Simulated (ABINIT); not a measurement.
Input of an ABINIT 10.8.3 (patched build) run:

run.abi

```
ndtset 2

pp_dirpath "./"
pseudos "W.upf"

acell 5.1791760466 5.1791760466 5.1791760466
rprim
    -0.5773502692     0.5773502692     0.5773502692
     0.5773502692    -0.5773502692     0.5773502692
     0.5773502692     0.5773502692    -0.5773502692
ntypat 1
znucl 74
natom 1
typat 1
xcart
     0.0000000000     0.0000000000     0.0000000000 Angstrom

ecut 44.0

ixc -497498
usekden 1
nc_xccc_gspace 1
boxcutmin 3.0

occopt 3
tsmear 0.00183747

nstep 100

iomode 3
prtwf 0
prteig 0
prtebands 0
enunit 1
prtden1 1
prtkden1 1

kptopt1 1
ngkpt1 12 12 12
nshiftk1 1
shiftk1 0.0 0.0 0.0
nband1 11
tolvrs1 1.0e-9

iscf2 -2
getden2 1
getkden2 1
nband2 17
nbdbuf2 4
tolwfr2 1.0e-11
kptopt2 -5
ndivsm2 5
prteig2 1
prtvol2 -3
kptbounds2
     0.0000000000     0.0000000000     0.0000000000
     0.5000000000    -0.5000000000     0.5000000000
     0.0000000000     0.0000000000     0.5000000000
     0.0000000000     0.0000000000     0.0000000000
     0.2500000000     0.2500000000     0.2500000000
     0.5000000000    -0.5000000000     0.5000000000
```

Potentials or basis: PseudoDojo NC SR PBE v0.4.1 standard.

The run is started by

```bash
$ mpirun --bind-to none -np 4 abinit run.abi > log 2>&1
```

Question: What does it give for the pressure?

Answer: -0.5 GPa.

Question: What does it give for the band gap on the k mesh?

Answer: None (metal or under the smearing width).

Levels at the corners of the path, in eV from the Fermi level:
| point | band 3 | band 4 | band 5 | band 6 | band 7 | band 8 | band 9 | band 10 | band 11 | band 12 |
| --- | --- | --- | --- | --- | --- | --- | --- | --- | --- | --- |
| Γ | -38.86 | -38.86 | -10.06 | -1.16 | -1.16 | -1.16 | 2.62 | 2.62 | 15.35 | 15.35 |
| H | -39.81 | -39.81 | -5.87 | -5.87 | 5.41 | 5.41 | 5.41 | 8.71 | 8.71 | 8.71 |
| N | -39.30 | -38.87 | -6.43 | -3.60 | 0.71 | 2.46 | 3.49 | 6.42 | 11.62 | 12.19 |
| Γ | -38.86 | -38.86 | -10.06 | -1.16 | -1.16 | -1.16 | 2.62 | 2.62 | 15.35 | 15.35 |
| P | -39.55 | -39.55 | -3.03 | -3.03 | -3.03 | 3.67 | 3.67 | 7.15 | 12.80 | 12.80 |
| H | -39.81 | -39.81 | -5.87 | -5.87 | 5.41 | 5.41 | 5.41 | 8.71 | 8.71 | 8.71 |

Caveat: a meta-GGA on potentials with a model core is unreliable; the potentials were made for another functional, which shifts forces and pressure; spin-orbit coupling is left out, which moves the levels of the heavy elements.
